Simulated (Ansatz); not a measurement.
Set up this calculation in Ansatz 0.2.0, as the native input.

```
Task                                : band structure
Functional                          : PBE
Potentials or basis                 : Ansatz PAW
Cutoff                              : 420 eV (not typed: the program's choice for these potentials)
k mesh                              : 11 × 11 × 11
Occupations                         : fermi-dirac, width 0.05 eV
Spin                                : no spin polarisation
Path                                : [["G", "H", "N", "G", "P", "H"], ["P", "N"]]
Points for each segment of the path : 14
```

Au:

```
Au
1.0
    -1.65727    1.65727    1.65727
     1.65727   -1.65727    1.65727
     1.65727    1.65727   -1.65727
Au
1
Direct
  0.00000 0.00000 0.00000
```

This isn't the form of Au at room conditions, which is fcc.

The input as run:

input.yaml

```yaml
crystal:
  lattice:
    - [-1.657269, 1.657269, 1.657269]
    - [1.657269, -1.657269, 1.657269]
    - [1.657269, 1.657269, -1.657269]
  atoms:
    - { symbol: Au, position: [0.0, 0.0, 0.0] }
hamiltonian:
  xc: pbe
  pseudopotentials: { kind: paw }
kpoints:
  mp_grid: { grid: [11, 11, 11] }
  band_path:
    path:
      - [[0.0, 0.0, 0.0], [0.5, -0.5, 0.5], [0.0, 0.0, 0.5], [0.0, 0.0, 0.0], [0.25, 0.25, 0.25], [0.5, -0.5, 0.5]]
      - [[0.25, 0.25, 0.25], [0.0, 0.0, 0.5]]
    npoints: 14
scf:
  occupations: { method: fermi_dirac, width: 0.05 }
  n_extra_bands: 6
output:
  forces: true
  stress: true
  eigenvalues: true
  fatbands: false
```

Potentials or basis: Ansatz PAW.

Command:

```console
$ ansatz run input.yaml --threads 2 --pin off --max-ram 5632MiB --backend cpu --events-out ev --progress --plain --runs-dir out
```

It gave:

| Item | Value |
| --- | --- |
| Pressure | -0.9 GPa |
| Band gap on the k mesh | none (metal or under the smearing width) |

Caveat: spin-orbit coupling is left out, which moves the levels of the heavy elements.

Run time: 0.77 s on 2 threads of Arm Neoverse V2 (shared host), peak memory 0.26 GiB.
